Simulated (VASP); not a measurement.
Input of a VASP 6.6.1 run:

INCAR

```
PREC = Accurate
ENCUT = 520
EDIFF = 1E-6
ISMEAR = 0
SIGMA = 0.05
LREAL = False
LASPH = True
NELM = 100
ALGO = Normal
ISIF = 2
LWAVE = False
LCHARG = False
GGA = PE
NBANDS = 11
```

The input KPOINTS:

```
regular mesh
0
Gamma
  7 7 7
```

POSCAR

```
Ca
1.0
   -2.2400000000      2.2400000000      2.2400000000
    2.2400000000     -2.2400000000      2.2400000000
    2.2400000000      2.2400000000     -2.2400000000
Ca
1
Direct
    0.0000000000      0.0000000000      0.0000000000
```

Potentials or basis: VASP PAW PBE potentials, release 64 (Ca_sv).

Command:

```sh
$ cat potpaw_PBE.64/Ca_sv/POTCAR > POTCAR
$ mpirun -np 1 vasp_std > vasp.out
```

Task: Predict the band gap on the k mesh.

Result: None (metal or under the smearing width).

Task: Estimate the pressure.

Result: -0.9 GPa.
